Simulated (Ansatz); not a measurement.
Set up this calculation in Ansatz 0.2.0, as the native input.

- Task: single point
- Functional: PBE
- Potentials or basis: Ansatz PAW
- Cutoff: 420 eV (not typed: the program's choice for these potentials)
- k mesh: 11 × 11 × 11
- Occupations: fermi-dirac, width 0.05 eV
- Spin: collinear spin, ferromagnetic start
- Starting moments: [0.5] μB
- Fixed moment: 0.5 μB

Crystal: Co.

```
Co
1.0
    -1.41457    1.39291    1.39216
     1.44298   -1.37513    1.40278
     1.41127    1.37182   -1.37438
Co
1
Direct
  0.00000 0.00000 0.00000
```

This isn't the form of Co at room conditions, which is hcp.

The cell isn't the ideal one: cell sheared at random, sigma 0.01, atoms nudged by 0.01 Å.

One way to write it, as run:

input.yaml

```yaml
crystal:
  lattice:
    - [-1.4145745, 1.39290955, 1.39215747]
    - [1.44298028, -1.37512715, 1.40278084]
    - [1.4112696, 1.37182225, -1.37437506]
  atoms:
    - { symbol: Co, position: [0.0, 0.0, 0.0], spin: 0.5 }
hamiltonian:
  xc: pbe
  pseudopotentials: { kind: paw }
magnetization:
  spin_polarized: true
  initial_magnetization: 0.5
  spin_locking: { lock_magnetization: hard }
kpoints:
  mp_grid: { grid: [11, 11, 11] }
scf:
  occupations: { method: fermi_dirac, width: 0.05 }
  lower_state_search: "off"
output:
  forces: true
  stress: true
  eigenvalues: true
```

Potentials or basis: Ansatz PAW.

Run with:

```bash
$ ansatz run input.yaml --threads 2 --pin off --max-ram 5632MiB --backend cpu --events-out ev --progress --plain --runs-dir out
```

Results of the run:

```
Pressure        : -8.7 GPa
Net moment      : 0.50 μB per cell
Absolute moment : 0.58 μB per cell
Site moments    : Co +0.54 μB
```

Caveat: the total moment is fixed, so each spin has its own Fermi level; the thresholds are loose for stress.

Run time: 8.3 s on 2 threads of Arm Neoverse V2, on a shared host, peak memory 0.44 GiB.
